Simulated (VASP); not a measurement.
# A vacancy on the Zn site in a supercell of ZnCu, part 4 of 5

How easily does a vacancy on the Zn site form in ZnCu? The host is relaxed first, then a supercell is run with and without the defect. The start is a cell from a database of measured crystal structures.

VASP 6.6.1, plane waves and PAW; the level of theory is named at each step.

So far. Step 4 (Reference Zn): The run ended after 21 ionic steps, 0.055 eV below its first step, once forces and stress met EDIFFG = -0.02. Step 4 (Reference Zn): Energy at zero smearing: -3.18526 eV.

### Step 5. Reference Cu

This step: PBEsol; plane waves and PAW (Cu) (VASP 6.6.1).

System of this step: Cu. Symmetry: Fm-3m, No. 225, cubic system. Conventional cell: a = 3.610 Å, b = 3.610 Å, c = 3.610 Å, α = 90.00°, β = 90.00°, γ = 90.00°. Cu has 12 Cu at 2.55 Å nearest.

Cu is not exchanged here; its energy serves the host's formation enthalpy.

Input file INCAR:

```
SYSTEM = Cu
PREC = Normal
ENCUT = 300
EDIFF = 1E-05
NELM = 120
ISMEAR = 1
SIGMA = 0.1
LREAL = Auto
ALGO = Fast
GGA = PS
NBANDS = 11
LASPH = .TRUE.
LORBIT = 11
LWAVE = .FALSE.
LCHARG = .FALSE.
KPAR = 4
IBRION = 2
NSW = 25
ISIF = 3
EDIFFG = -0.02
POTIM = 0.4
```

Input file POSCAR:

```
Cu
1.0
    0.0000000000      1.8050000000      1.8050000000
    1.8050000000      0.0000000000      1.8050000000
    1.8050000000      1.8050000000      0.0000000000
Cu
1
Direct
    0.0000000000      0.0000000000      0.0000000000
```

Input file KPOINTS:

```
Automatic mesh
0
Gamma
13 13 13
0 0 0
```

PAW data sets: Cu (PBE family, release 64).

Command:

```
$ mpirun -np 4 vasp_std
```

What it wrote:

```text
[banner, memory and clock lines left out]
running    4 mpi-ranks, on    1 nodes
 distrk:  each k-point on    1 cores,    4 groups
 distr:  one band on    1 cores,    1 groups

 POSCAR found type information on POSCAR Cu
 POSCAR found :  1 types and       1 ions
 [... a notice as in an earlier step ...]

 [... a notice as in an earlier step ...]

 LDA part: xc-table for (Slater+PW92), standard interpolation
 POSCAR, INCAR and KPOINTS ok, starting setup
 FFT: planning ... GRIDC
 FFT: planning ... GRID_SOFT
 FFT: planning ... GRID
 WAVECAR not read
 entering main loop
       N       E                     dE             d eps       ncg     rms          rms(c)
DAV:   1     0.310052524711E+02    0.31005E+02   -0.39650E+03  1973   0.107E+03
DAV:   2    -0.480007082947E+01   -0.35805E+02   -0.33414E+02  1875   0.164E+02
DAV:   3    -0.538784418458E+01   -0.58777E+00   -0.56974E+00  2182   0.260E+01
DAV:   4    -0.539094328714E+01   -0.30991E-02   -0.30989E-02  2028   0.164E+00
DAV:   5    -0.539097445313E+01   -0.31166E-04   -0.31165E-04  2142   0.165E-01    0.839E+00
RMM:   6    -0.472683612470E+01    0.66414E+00   -0.45603E+00  1854   0.402E+01    0.484E+00
RMM:   7    -0.431564327619E+01    0.41119E+00   -0.75299E-01  1852   0.162E+01    0.996E-01
RMM:   8    -0.430443893456E+01    0.11204E-01   -0.15086E-02  1856   0.140E+00    0.251E-01
RMM:   9    -0.430302591543E+01    0.14130E-02   -0.33161E-03  1877   0.108E+00    0.209E-02
RMM:  10    -0.430305012332E+01   -0.24208E-04   -0.44520E-04  1891   0.314E-01    0.180E-02
RMM:  11    -0.430305772004E+01   -0.75967E-05   -0.10258E-04  1795   0.107E-01    0.972E-03
RMM:  12    -0.430305830785E+01   -0.58781E-06   -0.10293E-05  1377   0.421E-02
   1 F= -.43030583E+01 E0= -.43030497E+01  d E =-.430306E+01
 curvature:   0.00 expect dE= 0.000E+00 dE for cont linesearch  0.000E+00
 trial: gam= 0.00000 g(F)=  0.235E-63 g(S)=  0.399E-01 ort = 0.000E+00 (trialstep = 0.100E+01)
 search vector abs. value=  0.399E-01
 bond charge predicted
       N       E                     dE             d eps       ncg     rms          rms(c)
DAV:   1    -0.546445575220E+01   -0.11614E+01   -0.18461E+01  2058   0.863E+01    0.911E+00
RMM:   2    -0.470296966394E+01    0.76149E+00   -0.39008E+00  1855   0.380E+01    0.414E+00
RMM:   3    -0.433809561289E+01    0.36487E+00   -0.62194E-01  1856   0.147E+01    0.145E+00
RMM:   4    -0.431513969116E+01    0.22956E-01   -0.14916E-02  1888   0.146E+00    0.399E-01
RMM:   5    -0.431267227883E+01    0.24674E-02   -0.40420E-03  1871   0.118E+00    0.123E-01
RMM:   6    -0.431240490563E+01    0.26737E-03   -0.92027E-04  1882   0.501E-01    0.327E-02
RMM:   7    -0.431242186036E+01   -0.16955E-04   -0.29823E-04  1937   0.188E-01    0.854E-03
RMM:   8    -0.431242602322E+01   -0.41629E-05   -0.47649E-05  1602   0.744E-02
   2 F= -.43124260E+01 E0= -.43123136E+01  d E =-.936772E-02
[...]
3 F= -.43165675E+01 E0= -.43164967E+01  d E =-.135092E-01
[...]
4 F= -.43165126E+01 E0= -.43164376E+01  d E =-.134543E-01
[...]
5 F= -.43165480E+01 E0= -.43164743E+01  d E =-.134897E-01
[...]
6 F= -.43164863E+01 E0= -.43164102E+01  d E =0.616323E-04
 trial-energy change:    0.000062  1 .order   -0.000050   -0.000163    0.000063
 step:   0.6752(harm=  0.6752)  dis= 0.00000  next Energy=    -4.316607 (dE=-0.588E-04)
 bond charge predicted
       N       E                     dE             d eps       ncg     rms          rms(c)
DAV:   1    -0.431656550650E+01   -0.76708E-04   -0.93356E-04  2030   0.654E-01    0.622E-02
RMM:   2    -0.431652321933E+01    0.42287E-04   -0.16757E-04  1846   0.240E-01    0.264E-02
RMM:   3    -0.431650896572E+01    0.14254E-04   -0.21584E-05  1371   0.871E-02    0.113E-02
RMM:   4    -0.431650723052E+01    0.17352E-05   -0.10693E-06  1188   0.124E-02
   7 F= -.43165072E+01 E0= -.43164317E+01  d E =0.407379E-04
 curvature:  -0.06 expect dE=-0.137E-05 dE for cont linesearch -0.137E-05
 trial: gam=-0.12913 g(F)=  0.413E-62 g(S)=  0.247E-04 ort = 0.265E-04 (trialstep = 0.883E+00)
 search vector abs. value=  0.184E-04
 reached required accuracy - stopping structural energy minimisation
```

Elapsed: 14 s, on 4 MPI ranks of Intel Xeon Platinum 8259CL at 2.50GHz (Skylake/Cascade Lake), shared host; peak memory 0.4 GiB.

OUTCAR, selected parts (step 5):

```text
   k-points           NKPTS =     84   k-points in BZ     NKDIM =     84   number of bands    NBANDS=     11

   ENCUT  =  300.0 eV  22.05 Ry    4.70 a.u.   3.61  3.61  3.61*2*pi/ulx,y,z

   NELECT =      11.0000    total number of electrons

 E-fermi :   8.2625

 k-point     1 :       0.0000    0.0000    0.0000
  band No.  band energies     occupation
    ...
      2       4.8667      2.00000
      3       4.8667      2.00000
      4       4.8667      2.00000
      5       5.7675      2.00000
      6       5.7675      2.00000
      7      31.0574      0.00000
      8      34.0715      0.00000
      9      34.0716      0.00000
     10      34.0716      0.00000
     11      36.5971      0.00000

  Total       -0.0146206     -0.0146206     -0.0146206     -0.0000000      0.0000000     -0.0000000
  in kB       -2.0886971     -2.0886971     -2.0886971     -0.0000000      0.0000000     -0.0000000
  external PRESSURE =      -2.0886971 kB  Pullay stress =       0.0000000 kB

 POSITION                                       TOTAL-FORCE (eV/Angst)
 -----------------------------------------------------------------------------------
      0.00000      0.00000      0.00000        -0.000000     -0.000000      0.000000
 -----------------------------------------------------------------------------------
    total drift:                                0.000000      0.000000     -0.000000

  FREE ENERGIE OF THE ION-ELECTRON SYSTEM (eV)
  ---------------------------------------------------
  free  energy   TOTEN  =        -4.3165072305 eV

  energy  without entropy=       -4.3162806611  energy(sigma->0) =       -4.31643171

[... 2 parts as in an earlier step ...]

[... 14 further parts left out ...]
```

CONTCAR:

```
Cu
   1.00000000000000
    -0.0000000000000000    1.7766009919873378    1.7766009919873378
     1.7766009919873378    0.0000000000000000    1.7766009919873378
     1.7766009919873378    1.7766009919873378   -0.0000000000000000
  Cu
     1
Direct
     0.0000000000000000    0.0000000000000000    0.0000000000000000
```

The steps of the relaxation:

```
step  energy less that of the first step (eV)  largest force (eV/Å)  pressure (GPa)  volume (Å³)
   1                                   0.0000                0.0000           -8.00        11.76
   2                                  -0.0094                0.0000            5.18        10.98
   3                                  -0.0135                0.0000           -0.62        11.25
   4                                  -0.0135                0.0000            0.45        11.22
   5                                  -0.0135                0.0000           -1.37        11.23
   6                                  -0.0134                0.0000            0.53        11.21
   7                                  -0.0134                0.0000           -0.21        11.22
```

```
conventional cell, symmetrised  before  after  change
                         a (Å)   3.610  3.553  -1.6 %
                         b (Å)   3.610  3.553  -1.6 %
                         c (Å)   3.610  3.553  -1.6 %
              volume (Å³/atom)   11.76  11.22  -4.6 %
```

Final coordinates:

```
Cu
1.0
     0.00000    1.77660    1.77660
     1.77660    0.00000    1.77660
     1.77660    1.77660    0.00000
Cu
1
Direct
  0.00000 0.00000 0.00000
```

This step gave:

```
electronic cycles       : 46
electrons               : 11
free energy (TOTEN)     : -4.317 eV
energy at zero smearing : -4.316 eV
Fermi energy            : 8.262 eV
```

The run ended after 7 ionic steps, 0.013 eV below its first step, once forces and stress met EDIFFG = -0.02.

Energy at zero smearing: -4.31643 eV.

(Continued in part 5 of 5.)

[Lines on the potential files, build, host, timing and source positions are cut from VASP's logs without a mark.]

[Logs are printed without paths, hosts, clocks, repeated set-up lines and the standing remarks that a program may print on its own settings, such as how far it seeks lower states.]

[Hosts, paths, dates, database ids (printed as entryN), source tags and the programs' standing remarks are cut or masked in the printed files.]

[In band tables of VASP the shares of atoms and orbitals are scaled to a sum of 1 inside the atoms' spheres.]

[Runs that stopped without an error message from VASP are left out.]
